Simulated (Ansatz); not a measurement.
# WS2 (Tungstenite) (P6_3/mmc) in Ansatz: further runs

One crystal, WS2 (Tungstenite), is run at these levels: HSE06, PBE0; tasks: band structure.

Everything below comes from runs of Ansatz 0.2.0. Logs are shortened: lines on timing, memory, paths and dates and some standing lists are left out, and cuts for length are marked.

### 1 The structure

The structure is hexagonal, space group P6_3/mmc (No. 194). Conventional cell: a = 3.180 Å, b = 3.180 Å, c = 12.500 Å, α = 90.00°, β = 90.00°, γ = 120.00°. Around W (site symmetry -6m2) lie 6 S at 2.41 Å. Around S (site symmetry 3m) lie 3 W at 2.41 Å.

### 2 Band structure, HSE06

input reads:

```
crystal:
  lattice:
    - [3.18, 0.0, 0.0]
    - [-1.59, 2.753960784, 0.0]
    - [0.0, 0.0, 12.5]
  atoms:
    - { symbol: W, position: [0.6666666667, 0.3333333333, 0.75] }
    - { symbol: W, position: [0.3333333333, 0.6666666667, 0.25] }
    - { symbol: S, position: [0.6666666667, 0.3333333333, 0.375] }
    - { symbol: S, position: [0.3333333333, 0.6666666667, 0.875] }
    - { symbol: S, position: [0.6666666667, 0.3333333333, 0.125] }
    - { symbol: S, position: [0.3333333333, 0.6666666667, 0.625] }
hamiltonian:
  xc: hse06
  pseudopotentials: { kind: paw }
kpoints:
  mp_grid: { grid: [6, 6, 2] }
  band_path:
    path:
      - [[0.0, 0.0, 0.0], [0.5, 0.0, 0.0], [0.3333333333, 0.3333333333, 0.0], [0.0, 0.0, 0.0], [0.0, 0.0, 0.5], [0.5, 0.0, 0.5], [0.3333333333, 0.3333333333, 0.5], [0.0, 0.0, 0.5]]
      - [[0.5, 0.0, 0.5], [0.5, 0.0, 0.0]]
      - [[0.3333333333, 0.3333333333, 0.0], [0.3333333333, 0.3333333333, 0.5]]
    npoints: 4
scf:
  occupations: { method: fermi_dirac, width: 0.05 }
  n_extra_bands: 15
output:
  forces: true
  stress: true
  eigenvalues: true
  fatbands: false
```

Potentials or basis: Ansatz PAW.

The program printed:

```text
Warning: output.stress: scf.convergence.dr2_threshold = 1e-7 eV (the SCF's general default) is looser than the 6e-10 eV advised for a printed stress (1e-10 eV for each atom of the cell: 6). What an SCF threshold leaves in a stress goes as its square root, and in the free energy as the threshold itself, and one threshold admits the most on a small cell: of the crystals measured, under no hybrid functional and no lock of the moments, on runs that ended without the residual-converged pass, on stresses that held no estimate of that error, the worst erred by over 100 MPa in a component at 1e-7 eV an atom and by under 5 at 1e-10. Set scf.convergence.dr2_threshold to 6e-10 eV or tighter. The threshold is an SCF's pass mark: one that does not reach it within its budget of iterations ends unconverged, or closes short of it on a stop that the run arms, and scf.convergence.dr2_threshold's page says what that costs each kind of run
Warning: output.stress: scf.exx.energy_threshold = 1e-6 eV is looser than the 6e-8 eV advised for a stress under a hybrid functional (1e-8 eV for each atom of the cell: 6). Every SCF of the exchange loop can meet its threshold on dr2 while the loop round them stops early: no threshold on dr2 bounds what that leaves in the stress. Set scf.exx.energy_threshold to 6e-8 eV or tighter. The threshold is the loop's pass mark: a loop that does not reach it within its budget of cycles ends unconverged, and scf.exx.energy_threshold's page has the law
scf.n_extra_bands = 15 over 26 filled bands (N_el = 52.0): the run solves 41 bands
GPUs: using 1 of 1 available (devices: 1).
Engine: ansatz 0.2.0, x86_64-unknown-linux-gnu
Pseudopotentials: kind: paw
Pseudopotential: W, paw, valence charge 14, recommended cutoff 420 eV (normal), W.paw.azcp
Pseudopotential: S, paw, valence charge 6, recommended cutoff 420 eV (normal), S.paw.azcp
Functional definition: HSE06
  parameter a = 0.25
  parameter omega = 0.11/bohr
  exchange = pbe_x - a*pbe_x_sr(omega) + a*exact_x_sr(omega)
  correlation = pbe_c
device memory: the entry about to start is reckoned to put 1.4 GiB on a device that reports 61.5 GiB free (of which the cap on the GPU budget leaves the run 18.0 GiB)
GPU FFT provider: cuFFT
GPU libraries: cuBLAS 13.8.2, cuFFT 12.4.0, cuSOLVER 12.3.4
Crystal: 6 atoms, lattice volume = 109.470 Å³
Basis set: ecut = 420 eV, 2129 PW (Γ), exchange–correlation on 48×48×180 points (8 copies of the dense FFT grid, shifted against one another)
Bands: 41, of which v1, the nominal top of the filled ones, is band 26 counted from 1 (25 counted from 0)
Symmetry: 24 space group operations
Space group: P63/mmc (ITA 194), of the structure as read, at distance tolerance 4.8e-5 Å
k-points: 14 of 72
Non-local potential: W, projectors of the file, l = 0: 3, l = 1: 2, l = 2: 2, l = 3: 1
Non-local potential: S, projectors of the file, l = 0: 2, l = 1: 2, l = 2: 2
PAW form: soft (Blöchl's): semilocal exchange-correlation on the pseudo side does not see the compensation charge
PAW frozen core: W, regenerated for the run's functional, and the local potential with it (the file was generated under x = pbe(κ = 0.804, μ = 0.2195149727645171), c = pbe(β = 0.06672455060314922))
PAW frozen core: S, regenerated for the run's functional, and the local potential with it (the file was generated under x = pbe(κ = 0.804, μ = 0.2195149727645171), c = pbe(β = 0.06672455060314922))
PAW one-centre angular grid: W, 590 points (default); XC on 64 Gauss nodes
PAW one-centre angular grid: S, 110 points (default); XC on 64 Gauss nodes
Initial density: superposition of atomic densities (neutral atoms: chi_scale 0, normalization atom), corrected by the library's trained network
Initial wavefunctions: pseudopotential atomic-orbital guess
GPU buffer pool allocated for 51840 grid points (all kernels)
GPU transforms: local potential and band sums: pruned to the plane-wave sphere, on 24×24×90
Functional: x = pbe(κ = 0.804, μ = 0.2195149727645171), c = pbe(β = 0.06672455060314922), warm-up for x = pbe(κ = 0.804, μ = 0.2195149727645171) + 0.25 (exact − pbe) at short range (hse, ω = 0.20786987370883472 Å⁻¹), c = pbe(β = 0.06672455060314922); HSE06 as pw.x's `hse` composes it (authors' and Libxc's form: `xc: wpbeh`)
SCF iter   1: F=—  HF=-24382.781682 eV  |F-HF|=—  |Δ(HF+E_count)|=         —  Δρ=5.67e-3  dr2=1.64e-2  ethr=1.77e-3  ⟨swp⟩=11.9  Hψ=2693  notcnv=0
preconditioner: auto → none  [insulator: Δε(μ)=1.030 eV  Ē_g=11.113 eV  σ=0.050 eV  W_gap=1.00  n_scr=26 (ndim 8)  ℏωp=21.3 eV  f_vac=0.025  D(μ)=0.00/eV (n_scr^D=0)]
SCF iter   2: F=—  HF=-24382.788083 eV  |F-HF|=—  |Δ(HF+E_count)|=   6.40e-3  Δρ=3.31e-3  dr2=1.84e-2  ethr=3.16e-5  ⟨swp⟩=5.6  Hψ=1745  notcnv=0  defer=3
SCF iter   3: F=—  HF=-24382.789420 eV  |F-HF|=—  |Δ(HF+E_count)|=   1.34e-3  Δρ=2.43e-3  dr2=1.34e-2  ethr=3.16e-5  ⟨swp⟩=4.0  Hψ=1373  notcnv=0
iter 4 solved again at ethr=1.82e-6 eV; its pass at ethr=2.58e-5 eV (dr2=9.47e-4 eV) is discarded
SCF iter   4: F=—  HF=-24382.788951 eV  |F-HF|=—  |Δ(HF+E_count)|=   4.69e-4  Δρ=9.44e-4  dr2=9.04e-4  ethr=1.82e-6  ⟨swp⟩=2.5  Hψ=1927  notcnv=0
[... 21 lines left out ...]
SCF 2 stopped early in 7 iterations: F = -24386.871077 eV  dr2 = 1.76e-6
  Residual-converged pass: ⟨swp⟩=4.0  Hψ=1490  notcnv=0  max |occ|·‖R‖ = 6.0e-6 eV (tolerance 6.7e-6 eV)  dr2=1.76e-6  dr2_onsite=3.37e-9  max |Δocc| = 2.1e-12
hybrid outer 1: dexx = +1.212e-2 eV, tail = 1.38e-5 eV
GPU FFT provider: cuFFT
GPU libraries: cuBLAS 13.8.2, cuFFT 12.4.0, cuSOLVER 12.3.4
GPU buffer pool allocated for 51840 grid points (all kernels)
GPU transforms: local potential and band sums: pruned to the plane-wave sphere, on 24×24×90
Exchange kernel: α = 0.2500, screened, ω = 0.2079 Å⁻¹, Wigner–Seitz truncation, v(0) = 1044.4408 eV·Å³, q-mesh 6×6×2, nearest image of the exchange supercell L = 19.08 Å, pair-density grid 15×15×60, without the augmentation charges, whose exchange is taken in its separable form by FFT convolution over the k-point mesh (sized by the pseudopotential files, 20×20×90 at the most), smooth part of the exact exchange by density-matrix convolution in up to 3.06 GiB of GPU memory as planned if the GPU has room (build and FFT work areas not counted)
Frozen-core exchange: fock
SCF iter   1: F=—  HF=-24386.871082 eV  |F-HF|=—  |Δ(HF+E_count)|=         —  Δρ=4.72e-5  dr2=1.43e-6  ethr=1.32e-7  ⟨swp⟩=5.8  Hψ=1539  notcnv=0
preconditioner: auto → none  [insulator: Δε(μ)=1.578 eV  Ē_g=12.662 eV  σ=0.050 eV  W_gap=1.00  n_scr=26 (ndim 8)  ℏωp=21.3 eV  f_vac=0.022  D(μ)=0.00/eV (n_scr^D=0)]
SCF iter   2: F=—  HF=-24386.871081 eV  |F-HF|=—  |Δ(HF+E_count)|=   4.90e-7  Δρ=1.60e-5  dr2=1.18e-7  ethr=2.45e-9  ⟨swp⟩=3.0  Hψ=1127  notcnv=0
SCF iter   3: F=—  HF=-24386.871081 eV  |F-HF|=—  |Δ(HF+E_count)|=   1.61e-7  Δρ=3.64e-6  dr2=1.19e-8  ethr=1.70e-10  ⟨swp⟩=5.0  Hψ=1229  notcnv=0  defer=7
SCF iter   4: F=-24386.871081 eV  HF=-24386.871081 eV  |F-HF|=3.64e-11  |Δ(HF+E_count)|=   2.62e-9  Δρ=4.36e-7  dr2=5.00e-10  ethr=1.71e-11  ⟨swp⟩=3.9  Hψ=1240  notcnv=0  defer=4
SCF 3 converged in 4 iterations: F = -24386.871081 eV  dr2 = 5.00e-10
  Residual-converged pass: ⟨swp⟩=3.1  Hψ=1224  notcnv=0  max |occ|·‖R‖ = 7.5e-7 eV (tolerance 7.7e-7 eV)  dr2=5.03e-10  dr2_onsite=8.50e-12  max |Δocc| = 8.9e-16
hybrid outer 2: dexx = +3.151e-7 eV, tail = 7.12e-9 eV, Δε = 1.22e-3 eV (about 2.68e-5 eV left of the loop's levels), ΔF = 6.58e-4 eV/Å (tail 1.93e-4)
device memory: the entry about to start is reckoned to put 1.0 GiB on a device that reports 70.0 GiB free (of which the cap on the GPU budget leaves the run 18.0 GiB)
NSCF: frozen V_eff on 39 k-points, pencils in batches of 32, up to order 184
hybrid SCF converged: 2 outer / 11 inner (+5 warm-up), last move |dexx| = 3.15e-7 eV, tail = 7.12e-9 eV
Stability not checked: this state was not tested for a lower state beside it, because the functional holds exact exchange (a hybrid, or Hartree-Fock), whose exchange loop this test does not read (fock_operator; see scf.lower_state_search)
Free energy (F): -24386.871081 eV
Frozen-core exchange: fock
Harris-Foulkes:  -24386.871081 eV  (|F-HF|=3.64e-11)
Internal energy: -24386.871081 eV  (E = F + TS)
E sigma→0 (E₀):  -24386.871081 eV
Entropy (-TS):   -0.000000 eV (-0.000 meV/atom)
Fermi energy:    11.670980 eV
--- Per-component energies (eV) ---
  E_band       = -484.862465
  E_kinetic    = 1327.658381
  E_local      = -3624.179142  (includes V_loc(G=0)·N_el)
  E_nonlocal   = 115.828983
  E_hartree    = 1439.482560
  E_xc         = -737.698118
  E_vxc        = -661.601803  (∫ρ·V_xc dr)
  E_exx        = -126.564699  (= α·E_x^exact, valence–valence)
  E_paw        = -19587.416742  (= ΣΔE_a)
  E_vpaw       = -268.404669  (= ΣTr[D̂ρ^β])
  E_aug_tail   = -0.000117  (compensation charges beyond the density's cutoff)
  E_ewald      = -3187.763116
  E_core_change = -6.219070  (= ΣΔE_core)
  E_smearing   = -0.000000  (= −TS)
  E_closure    = -0.000001  (closes the sum)
  Σ components = -24386.871081   (vs F -24386.871081, Δ=0.00e0)
--- Forces (eV/Å), atoms counted from 1 ---
  atom   1  W     -0.00000000    -0.00000000    -0.00000000
  atom   2  W     -0.00000000     0.00000000     0.00000000
  atom   3  S     -0.00000000    -0.00000000    -0.35040986
  atom   4  S     -0.00000000     0.00000000    -0.35040986
  atom   5  S     -0.00000000    -0.00000000     0.35040986
  atom   6  S     -0.00000000     0.00000000     0.35040986
  max |Σ_I F_I| component: 1.11e-16 eV/Å
--- Stress (GPa, compression-positive) ---
       -2.760994       0.000000      -0.000000
       -0.000000      -2.760994       0.000000
       -0.000000       0.000000      -0.983500
  P = ⅓ Tr σ = -2.1685 GPa (-21.685 kbar)
--- Band table (eV; the first three rows and the last of 14) ---
  k-point 0: bands = ["-67.5521", "-67.5521", "-30.4433", "-30.4432", "-30.2406", "-30.2406", "-30.2405", "-30.2405", "-6.3052", "-6.1010", "-4.5802", "-4.1863", "2.5510", "3.5636", "6.7901", "6.9344", "6.9344", "6.9486", "6.9486", "8.3612", "8.3612", "8.4101", "8.4101", "9.0527", "9.7501", "10.9369", "13.8776", "13.8776", "13.8864", "13.8864", "13.9317", "13.9317", "14.1069", "14.1069", "16.3443", "16.5582", "19.6161", "20.0776", "20.0930", "21.4604", "21.6468"]
  k-point 1: bands = ["-67.5521", "-67.5521", "-30.4433", "-30.4433", "-30.2406", "-30.2406", "-30.2406", "-30.2406", "-6.2123", "-6.2123", "-4.3771", "-4.3771", "2.9954", "2.9954", "6.9414", "6.9414", "6.9414", "6.9414", "7.7439", "7.7439", "8.3856", "8.3856", "8.3856", "8.3856", "10.5873", "10.5873", "13.8710", "13.8710", "13.8710", "13.8710", "14.0297", "14.0297", "14.0297", "14.0297", "16.4563", "16.4563", "19.8426", "19.8426", "20.6281", "20.6281", "21.8398"]
  k-point 2: bands = ["-67.5465", "-67.5465", "-30.4240", "-30.4238", "-30.3486", "-30.3486", "-30.2655", "-30.2655", "-5.8167", "-5.6141", "-4.3828", "-4.0358", "3.1246", "4.1204", "5.8260", "5.8826", "6.1074", "7.0073", "7.3917", "7.4278", "7.6825", "7.7442", "8.2808", "9.1473", "9.6303", "10.0432", "13.1020", "13.5460", "13.7367", "13.7606", "13.7923", "14.0385", "14.6125", "14.7303", "18.0885", "18.4052", "20.1357", "20.5200", "20.5448", "21.2852", "21.4188"]
  k-point 13: bands = ["-67.5270", "-67.5270", "-30.5466", "-30.5466", "-30.5224", "-30.5224", "-30.3555", "-30.3555", "-3.5090", "-3.5090", "-3.3995", "-3.3995", "3.7494", "3.7494", "4.1462", "4.1462", "5.1817", "5.1817", "5.6136", "5.6136", "6.6498", "6.6498", "7.4381", "7.4381", "10.2497", "10.2497", "12.5648", "12.5648", "14.3289", "14.3289", "15.1068", "15.1068", "16.6633", "16.6633", "18.3401", "18.3401", "18.3456", "18.3456", "20.5299", "20.5299", "22.6719"]
```

It took 79 s on 1 × NVIDIA H100 80GB HBM3 with 2 threads of AMD EPYC 7R13 (Zen 3), shared host; peak memory 2.5 GiB.

What came out:

| Quantity | Value |
| --- | --- |
| Free energy | -24386.8711 eV |
| Pressure | -2.2 GPa |
| Largest force | 0.350 eV/Å |
| Band gap on the k mesh | 1.58 eV, indirect (least direct gap 2.22 eV) |
| Band gap along the path | 1.58 eV, indirect (least direct gap 2.22 eV) |

Forces in eV/Å, atoms in the order of the input:
```
W    0.000  0.000  0.000
W    0.000  0.000  0.000
S    0.000  0.000 -0.350
S    0.000  0.000 -0.350
S    0.000  0.000  0.350
S    0.000  0.000  0.350
```

Levels at the corners of the path, in eV from the valence-band top:
```csv
point,band 23,band 24,band 25,band 26,band 27,band 28,band 29,band 30
Γ,-2.53,-1.88,-1.19,0.00,2.94,2.94,2.95,2.95
M,-2.32,-2.15,-1.91,-1.73,2.86,2.91,3.24,3.48
K,-3.36,-3.36,-0.77,-0.59,1.63,1.63,2.88,4.08
Γ,-2.53,-1.88,-1.19,0.00,2.94,2.94,2.95,2.95
A,-2.55,-2.55,-0.35,-0.35,2.93,2.93,2.93,2.93
L,-2.24,-2.24,-1.81,-1.81,2.88,2.88,3.38,3.38
H,-3.50,-3.50,-0.69,-0.69,1.63,1.63,3.39,3.39
A,-2.55,-2.55,-0.35,-0.35,2.93,2.93,2.93,2.93
L,-2.24,-2.24,-1.81,-1.81,2.88,2.88,3.38,3.38
M,-2.32,-2.15,-1.91,-1.73,2.86,2.91,3.24,3.48
K,-3.36,-3.36,-0.77,-0.59,1.63,1.63,2.88,4.08
H,-3.50,-3.50,-0.69,-0.69,1.63,1.63,3.39,3.39
```

Caveat: spin-orbit coupling is left out, which moves the levels of the heavy elements; this functional lacks dispersion, which binds the layers, so the pressure and a relaxed spacing across them are unreliable; the PAW data sets come from PBE, with cores solved anew for the run's functional, which leaves a small shift of forces and pressure; the thresholds are loose for stress.

### 3 Band structure, PBE0

input, as its differences from that of step 2:

```diff
@@ -13,3 +13,3 @@
 hamiltonian:
-  xc: hse06
+  xc: pbe0
   pseudopotentials: { kind: paw }
@@ -31 +31,5 @@
   fatbands: false
+  write_density: true
+  write_potential: true
+  elf: true
+  volumetric_format: npy
```

Potentials or basis: Ansatz PAW.

Wall time 79 s (1 × NVIDIA H100 80GB HBM3 with 2 threads of AMD EPYC 7R13 (Zen 3), shared host); peak memory 2.5 GiB.

It converged, with:

```
Free energy             : -24382.6894 eV
Pressure                : -2.2 GPa
Largest force           : 0.335 eV/Å
Band gap on the k mesh  : 2.24 eV, indirect (least direct gap 2.87 eV)
Band gap along the path : 2.24 eV, indirect (least direct gap 2.87 eV)
```

Forces in eV/Å, atoms in the order of the input:
```
W    0.000  0.000  0.000
W    0.000  0.000  0.000
S    0.000  0.000 -0.335
S    0.000  0.000 -0.335
S    0.000  0.000  0.335
S    0.000  0.000  0.335
```

Stress tensor (GPa, compression positive):
```
-2.84  0.00  0.00
 0.00 -2.84  0.00
 0.00  0.00 -0.93
```

Levels at the corners of the path, in eV from the valence-band top:
```csv
point,band 23,band 24,band 25,band 26,band 27,band 28,band 29,band 30
Γ,-2.56,-1.93,-1.23,0.00,3.62,3.62,3.63,3.63
M,-2.37,-2.20,-1.97,-1.78,3.55,3.60,3.94,4.18
K,-3.42,-3.42,-0.79,-0.60,2.27,2.27,3.56,4.79
Γ,-2.56,-1.93,-1.23,0.00,3.62,3.62,3.63,3.63
A,-2.59,-2.59,-0.36,-0.36,3.62,3.62,3.62,3.62
L,-2.29,-2.29,-1.86,-1.86,3.57,3.57,4.08,4.08
H,-3.56,-3.56,-0.70,-0.70,2.27,2.27,4.08,4.08
A,-2.59,-2.59,-0.36,-0.36,3.62,3.62,3.62,3.62
L,-2.29,-2.29,-1.86,-1.86,3.57,3.57,4.08,4.08
M,-2.37,-2.20,-1.97,-1.78,3.55,3.60,3.94,4.18
K,-3.42,-3.42,-0.79,-0.60,2.27,2.27,3.56,4.79
H,-3.56,-3.56,-0.70,-0.70,2.27,2.27,4.08,4.08
```

Caveat: spin-orbit coupling is left out, which moves the levels of the heavy elements; this functional lacks dispersion, which binds the layers, so the pressure and a relaxed spacing across them are unreliable; the PAW data sets come from PBE, with cores solved anew for the run's functional, which leaves a small shift of forces and pressure; the thresholds are loose for stress.
